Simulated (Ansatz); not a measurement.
Computed results, one entry a study.

```
! title: From HSE06 to G0W0: SnO2 (2H monolayer)
! method: G0W0 on HSE06, plane waves, PAW; PAW set soft_1 (and 1 further level or step)
! program: Ansatz 0.2.0
! settings of one run: cutoff 420 eV, 6×6×1 k-mesh, PAW set soft 1, empty bands 205, screening cutoff 54 eV, screening contour deformation, QP bands (v2, c2)
! cost: 2 runs, 79 s in all on 8 threads of Arm Neoverse V2, shared host (the runs of this entry)
! notes: In doubt: masses and optical values from hybrid runs of this build are listed as unsure (in some of the runs), which bears on the screening that GW takes from such a start. Values taken over the cell’s volume include its vacuum. The program’s warnings: metallic iterate. The structure was relaxed with PBEsol. Limits: coarse mesh for a sheet; no spin-orbit coupling. Bands and cutoff are finite, so the gap is not at the basis limit. The miss can reach some tenths of an eV and take either sign; the mesh is an error of its own. The mesh in the plane is coarse for a sheet; gap and any exciton binding can still move on denser ones.
! HSE06 gap: 2.03 eV, indirect
! G0W0 gap on the mesh: 3.35 eV, from k = (0.333, 0.333, 0.000) to k = Γ
! GW settings: 6×6×1 mesh, 205 empty bands, screening to 54 eV, PAW set soft_1 files
! known limits: not at the basis limit; coarse mesh for a sheet; no spin-orbit coupling
CELL_PARAMETERS angstrom
3.06337 0.00000 0.00000
-1.53168 2.65295 0.00000
0.00000 0.00000 28.10000
ATOMIC_POSITIONS crystal
Sn 0.33333 0.66667 0.50000
O 0.66667 0.33333 0.54345
O 0.66667 0.33333 0.45655
```

[Paths, hosts, dates, memory and timing lines, banners, echoed tables and standing remarks are left out of the program output.]

[Logs are printed without paths, hosts, clocks, repeated set-up lines and the standing remarks that a program may print on its own settings, such as how far it seeks lower states.]

[Runs of the session that timed out or met a known fault of the program may be left out.]

[Cells called generated may have been cut or substituted from an entry of the Crystallography Open Database or the Materials Project.]

[Hosts, paths, dates, database ids (printed as entryN), source tags and the programs' standing remarks are cut or masked in the printed files.]
